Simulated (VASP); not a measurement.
Here is a VASP 6.6.1 calculation.

File INCAR:

```
SYSTEM = CuO
PREC     = Accurate       ! precision mode
ENCUT    = 520            ! plane-wave cutoff, eV
EDIFF    = 1E-7           ! SCF threshold, eV
ISMEAR   = -1             ! smearing method
SIGMA    = 0.05           ! smearing width, eV
LREAL    = .False.        ! projectors in reciprocal space
LASPH    = .True.         ! aspherical terms in the spheres
NELM     = 80             ! most SCF steps
ALGO     = Normal         ! electronic algorithm
ISIF     = 2              ! what is computed and relaxed
LWAVE    = .False.        ! write WAVECAR
LCHARG   = .True.         ! write CHGCAR
GGA      = PE             ! functional
LELF     = .True.         ! ELF
LVHAR    = .True.       
NBANDS   = 25             ! bands
```

File KPOINTS:

```
regular mesh
0
Gamma
  10 10 5
  0 0 0
```

File POSCAR:

```
CuO
1.0
    2.3446500000     -1.7134000000      0.0000000000
    2.3446500000      1.7134000000      0.0000000000
   -0.8605543552      0.0000000000      5.0594363927
Cu O
2 2
Direct
    0.4968000000      0.0032000000      0.5000000000
    0.0032000000      0.4968000000      0.0000000000
    0.4056000000      0.5714000000      0.7537000000
    0.5714000000      0.4056000000      0.2537000000
```

Potentials or basis: VASP PAW PBE potentials, release 64 (Cu, O).

Launch:

```sh
$ cat potpaw_PBE.64/Cu/POTCAR potpaw_PBE.64/O/POTCAR > POTCAR
$ mpirun -np 1 vasp_std > vasp.out
```

**Question.** What does it give for the largest force?

**Answer.** 0.789 eV/Å.

**Question.** What does it give for the band gap on the k mesh?

**Answer.** None (metal or under the smearing width).

**Question.** What does it give for the pressure?

**Answer.** 6.4 GPa.

Stress tensor (GPa, compression positive):
```
 6.29  0.00 -1.83
 0.00  6.94  0.00
-1.83  0.00  5.84
```

Caveat: the run has no spin polarisation, though such a crystal can be magnetic; semilocal functionals often make such compounds metallic where correlation or magnetic order opens a gap, which also shifts bond lengths. With open d or f shells a metallic result of PBE can be an artefact of self-interaction; +U or a hybrid may open a gap.
